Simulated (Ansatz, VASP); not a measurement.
# SiO2 in VASP and in Ansatz

```
Si O
1.0
     4.57501    0.00000    0.00000
     0.00000    4.57501    0.00000
     0.00000    0.00000    2.69048
Si O
2 4
Direct
  0.50000 0.50000 0.50000
  0.00000 0.00000 0.00000
  0.69302 0.69302 0.00000
  0.19302 0.80698 0.50000
  0.30698 0.30698 0.00000
  0.80698 0.19302 0.50000
```

Change from the starting cell: strain +0.080 along x and y, +0.000 along z, atoms carried along.

Alike in both runs: task single point; functional PBE; k mesh 6 × 6 × 8; occupations gaussian, width 0.05 eV; no spin polarisation.

|  | VASP | Ansatz |
| --- | --- | --- |
| version | VASP 6.6.1 | Ansatz 0.2.0 |
| potentials or method | VASP PAW PBE potentials, release 64 (Si, O) | scalar-relativistic, plane waves, PAW |
| plane-wave cutoff (eV) | 520 | 420 |
| valence electrons in the cell | 32 | 32 |

|  | VASP | Ansatz | Ansatz less VASP |
| --- | --- | --- | --- |
| gap on the k mesh at the Fermi level (eV) | 2.86 | 2.89 | +0.024 |
| least direct gap on the mesh (eV) | 2.86 | 2.89 | +0.024 |
| pressure (GPa) | -29.3 | -29.4 | -0.14 |
| largest component of the traceless stress (GPa) | 11.76 | 11.36 | -0.401 |
| rms of the force components (eV/Å) | 0.828 | 0.841 | +0.0137 |

Atom by atom the forces differ by 0.014 eV/Å (rms over components). The functional is the same, so the differences come from potentials, cutoffs and numerics.

Caveats: so large a pressure means that the cell lies far from this level's equilibrium, or that cutoff or potentials fall short (VASP); forces of over 1 eV/Å show positions far from the minimum, so gaps and moduli don't describe the material at rest.
